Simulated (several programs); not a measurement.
What each method gives for LiH (Fm-3m)

LiH (started from an entry of an open crystallographic database) with hydrogen sites as listed, relaxed with r2SCAN+rVV10 in Ansatz, was computed with several methods. It is cubic, Fm-3m (No. 225); a = 3.997 Å in the conventional setting, 7.98 Å³ an atom. Around Li lie 6 H at 2.00 Å; around H lie 6 Li at 2.00 Å. The values are computed, spin-unpolarised, and not measurements.

```
Li H
1.0
     0.00000    1.99847    1.99847
     1.99847    0.00000    1.99847
     1.99847    1.99847    0.00000
Li H
1 1
Direct
  0.00000 0.00000 0.00000
  0.50000 0.50000 0.50000
```

Gaps and times are for a single point on this cell; volume and bulk modulus come from each method's own relaxation or energy curve at fixed shape. Times are rough, from shared hosts (Arm Neoverse V2; Intel Xeon 6975P-C; NVIDIA H100 80GB HBM3), and each method has its own mesh and cell size. Gaps from k meshes are read at a limited set of points (mesh, symmetry points, PBE's band edges), so each method's own least gap may be somewhat smaller. Minimal bases can be far off for gaps. PBE/DZVP lies far from plane-wave PBE here, an effect of basis or sampling. Times of the plane-wave ladder aren't listed, since it ran on unlike processors and cards. GLLB-SC's gap includes the derivative discontinuity. G0W0 is at finite bands, cutoff and mesh. d marks a direct gap, i an indirect one (no mark: not told apart), a dash a value that wasn't computed or didn't pass its checks.

```tsv
method	kind	gap (eV)	own volume (Å³/atom)	bulk modulus (GPa)	atoms computed	processor time
PBE-D3(BJ)	semilocal	–	7.30	–	2	–
r2SCAN+rVV10	semilocal	–	7.98	–	2	–
PBE-D4	semilocal	–	7.76	–	2	–
light PBE (260 eV and a coarse mesh)	light plane-wave	2.95 d	–	–	2	0.23 s
PBE	semilocal	2.98 d	–	–	2	–
r2SCAN	semilocal	3.63 d	–	–	2	–
LDA	semilocal	2.61 d	–	–	2	–
GLLB-SC (GPAW)	model potential	6.35	–	–	2	2.5 s
PBE/single zeta (GPAW)	small basis	4.64 i	–	–	2	3.6 s
G0W0@LDA (140 eV screening cutoff)	many-body	4.59	–	–	2	–
G0W0@PBE (260 eV screening cutoff)	many-body	4.90	–	–	2	–
G0W0@r2SCAN (180 eV screening cutoff)	many-body	5.31	–	–	2	–
G0W0@HSE06 (180 eV screening cutoff)	many-body	5.46	–	–	2	–
PBE/SZV (CP2K)	small basis	2.19 i	8.00	43	2	20 s
LC-ωPBE	hybrid	8.77 d	–	–	2	–
G0W0@PBE0 (180 eV screening cutoff)	many-body	5.71	–	–	2	–
PBE0	hybrid	4.65 d	–	–	2	–
HSE06	hybrid	3.97 d	–	–	2	–
PBE/DZVP (CP2K)	small basis	2.52 d	7.84	40	2	45 s
DDH-PBE0	hybrid	4.50 d	–	–	2	–
r2SCANh	hybrid	4.21 d	–	–	2	–
```

Against HSE06 (3.97 eV) and with closed or daggered gaps left aside, the nearest gap at the points sampled is that of r2SCANh (+0.24 eV) and the farthest that of LC-ωPBE (+4.80 eV). HSE06 is only a yardstick of convenience, and nearness to it can be luck.
